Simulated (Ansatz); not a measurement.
Crystal: NiO.

```
Ni O
1.0
     0.00000    2.08590    2.08590
     2.08590    0.00000    2.08590
     2.08590    2.08590    0.00000
Ni O
1 1
Cartesian
  0.0000 0.0000 0.0000
  2.0859 2.0859 2.0859
```

A run of Ansatz 0.2.0 on this cell left the log below. Logs are shortened: lines on timing, memory, paths and dates and some standing lists are left out, and cuts for length are marked.

```text
Warning: RAYON_NUM_THREADS=2 ignored (pool sized by the plan → 2); use --threads N
LAPW: plane waves up to 9.967 Å⁻¹, error target 1.0e-3 eV per atom; small_component_spin mean_spin; O in spheres of 0.943 Å, 8 of its electrons in bands, Dirac shells []; Ni in spheres of 1.143 Å, 18 of its electrons in bands, Dirac shells [] (how accurate: hamiltonian.pseudopotentials.lapw.basis_error, Limitations)
Engine: ansatz 0.2.0, aarch64-unknown-linux-gnu
Pseudopotentials: kind: all_electron
Pseudopotential: Ni, LAPW, valence charge 18, lapw/all_electron/scalar/gaussian/Ni, Koelling and Harmon's equation, gaussian nucleus
Pseudopotential: O, LAPW, valence charge 8, lapw/all_electron/scalar/gaussian/O, Koelling and Harmon's equation, gaussian nucleus
Functional definition: PBE
  parameter kappa = 0.804
  parameter beta = 0.06672455060314922
  exchange = pbe_x(kappa = kappa, mu = beta*pi^2/3)
  correlation = pbe_c(beta = beta)
Crystal: 2 atoms, lattice volume = 18.151 Å³
Basis set: ecut = 378.4816946314773 eV, 307 PW (Γ), exchange–correlation at level 2
Bands: 18, of which v1, the nominal top of the filled ones, is band 13 counted from 1 (12 counted from 0)
Symmetry: 48 space group operations
Space group: Fm-3m (ITA 225), of the structure as read, at distance tolerance 2.6e-5 Å
Magnetic group: BNS 225.116 (UNI 1618), of the structure as read, at distance tolerance 2.6e-5 Å
k-points: 56 of 1331
Non-local potential: Ni, projectors of the file, none
Non-local potential: O, projectors of the file, none
Initial density: superposition of atomic densities (chi_scale 0.1, normalization cell, long waves kept (reshape's long-wave potential 0.00 eV rms))
Starting moments: Σ|m| = 1 μB on 1 of 2 sites
Initial wavefunctions: plane waves of lowest kinetic energy (no species holds an atomic orbital)
Functional: x = pbe(κ = 0.804, μ = 0.2195149727645171), c = pbe(β = 0.06672455060314922)
iter 1 solved again at ethr=4.60e-3 eV; its pass at ethr=1.00e-1 eV (dr2=1.20e0 eV) is discarded
[... 16 lines left out ...]
SCF iter  11: F=—  HF=-43429.775016 eV  |F-HF|=—  |Δ(HF+E_count)|=   2.94e-6  Δρ=2.05e-5 (↑1.31e-5 ↓2.05e-5)  dr2=3.64e-8  dr2_m=4.15e-8  M=1.777 μB ∫|m|=1.783 μB  β_m=0.96  ethr=5.35e-9  ⟨swp⟩=2.9  Hψ=5724  notcnv=0
SCF iter  12: F=—  HF=-43429.775016 eV  |F-HF|=—  |Δ(HF+E_count)|=   1.21e-7  Δρ=1.28e-6 (↑9.56e-7 ↓1.28e-6)  dr2=9.47e-10  dr2_m=1.84e-11  M=1.778 μB ∫|m|=1.784 μB  β_m=0.89  ethr=1.40e-10  ⟨swp⟩=3.0  Hψ=5895  notcnv=0
SCF iter  13: F=-43429.775016 eV  HF=-43429.775016 eV  |F-HF|=6.77e-10  |Δ(HF+E_count)|=   5.97e-9  Δρ=1.06e-6 (↑5.53e-7 ↓1.06e-6)  dr2=3.65e-10  dr2_m=4.21e-11  M=1.778 μB ∫|m|=1.784 μB  ethr=5.79e-12 (applied; sched 3.64e-12)  ⟨swp⟩=2.2  Hψ=5560  notcnv=0
SCF 1 converged in 13 iterations: F = -43429.775016 eV  dr2 = 3.65e-10
NSCF: frozen V_eff on 57 k-points
SCF converged after 13 iterations
Magnetization: 1.7777 μB (13.8889 up, 12.1111 down)
Absolute magnetization: 1.7838 μB (∫|ρ↑−ρ↓|)
Spin contamination: 0.0065 ħ² per cell (⟨S²⟩ above its minimum at these occupations)
Per-site moments (μB) at R_I (Å): [(1.4785905131455, 1.142850510391009), (0.2853573616553824, 0.9430510999266342)]
Free energy (F): -43429.775016 eV
Harris-Foulkes:  -43429.775016 eV  (|F-HF|=6.77e-10)
Internal energy: -43429.765939 eV  (E = F + TS)
E sigma→0 (E₀):  -43429.770478 eV
Entropy (-TS):   -0.009077 eV (-4.539 meV/atom)
Fermi energy:    14.633899 eV
--- Per-component energies (eV) ---
  E_band       = -1306.789283
  E_kinetic    = 44091.036189
  E_xc         = -1964.006191
  E_electrostatic = -85556.795937  (all electrons and nuclei)
  E_smearing   = -0.009077  (= −TS)
  E_closure    = 0.000000  (closes the sum)
  E_atoms      = -43416.659407  (free atoms, spherical and without spin; not in F)
  Σ components = -43429.775016   (vs F -43429.775016, Δ=0.00e0)
  Basis errors (estimates in eV, not in F): energy 3.7e-4 per atom: plane waves 3.3e-4 (1.8e-4 summed), levels above the bands 3.7e-144, relativity 4.9e-8, radial functions 3.8e-5, core shells 3.1e-9; eigenvalues (radial functions only) 8.9e-7; not estimated: angular momenta, meshes, grids; target (lapw.basis_error) 1.0e-3; muffin-tin radii O 0.943 Å, Ni 1.143 Å
--- Forces (eV/Å), atoms counted from 1 ---
  atom   1  Ni     0.00000000     0.00000000    -0.00000000
  atom   2  O      0.00000000    -0.00000000     0.00000000
  max |Σ_I F_I| component: 2.76e-30 eV/Å
--- Stress (GPa, compression-positive) ---
        6.274873      -0.000000       0.000000
       -0.000000       6.274873       0.000000
        0.000000       0.000000       6.274873
  P = ⅓ Tr σ = 6.2749 GPa (62.749 kbar)
--- Band table (eV; the first three rows and the last of 112) ---
  k-point 0 ↑: bands = ["-492.0913", "-89.8123", "-50.1873", "-50.1873", "-50.1873", "-5.7944", "11.4247", "11.4247", "11.5970", "11.5970", "11.5970", "11.9582", "11.9582", "11.9582", "16.1225", "32.3881", "33.4559", "33.4559"]
  k-point 1 ↑: bands = ["-492.0913", "-89.8121", "-50.1897", "-50.1876", "-50.1876", "-5.6997", "10.6800", "10.6800", "10.7615", "11.9364", "11.9364", "12.2460", "12.4520", "12.4520", "16.7076", "30.5439", "33.1506", "33.1506"]
  k-point 2 ↑: bands = ["-492.0913", "-89.8115", "-50.1963", "-50.1885", "-50.1885", "-5.4346", "9.4193", "9.9316", "9.9316", "12.1028", "12.1028", "12.4742", "13.2776", "13.2776", "17.9251", "28.2487", "31.9887", "31.9887"]
  k-point 55 ↓: bands = ["-491.8461", "-87.9523", "-48.3997", "-48.3981", "-48.3890", "-3.7305", "8.6888", "8.7397", "9.6025", "13.4154", "13.6065", "13.8879", "14.9990", "15.7314", "23.6054", "25.3529", "25.5275", "28.7500"]
```

Task: What input gives this log?

Result: Band structure with PBE, collinear spin, ferromagnetic start. The files as run (others can give the same):

input.yaml
```yaml
crystal:
  lattice:
    - [0.0, 2.0859016414, 2.0859016414]
    - [2.0859016414, 0.0, 2.0859016414]
    - [2.0859016414, 2.0859016414, 0.0]
  atoms:
    - { symbol: Ni, position: [0.0, 0.0, 0.0], spin: 1.0 }
    - { symbol: O, position: [0.5, 0.5, 0.5] }
kpoints:
  mp_grid: { grid: [11, 11, 11] }
  band_path:
    path:
      - [0.0, 0.0, 0.0]
      - [0.5, 0.0, 0.5]
      - [0.5, 0.25, 0.75]
      - [0.375, 0.375, 0.75]
      - [0.0, 0.0, 0.0]
      - [0.5, 0.5, 0.5]
      - [0.625, 0.25, 0.625]
      - [0.5, 0.25, 0.75]
    npoints: 8
scf:
  occupations: { method: fermi_dirac, width: 0.05 }
hamiltonian:
  xc: pbe
  pseudopotentials: { kind: all_electron, lapw: { basis_error: 0.001 } }
magnetization:
  spin_polarized: true
output:
  forces: true
  stress: true
  eigenvalues: true
```

Potentials or basis: all-electron LAPW, scalar-relativistic.
Run with:
```console
$ ansatz run input.yaml --threads 2 --pin off --max-ram 6144MiB --backend cpu --events-out ev --progress --plain --runs-dir out
```

Caveat: a cell with one magnetic atom can't hold antiferromagnetic order, which such compounds often take; semilocal functionals often make such compounds metallic where correlation or magnetic order opens a gap, which also shifts bond lengths.
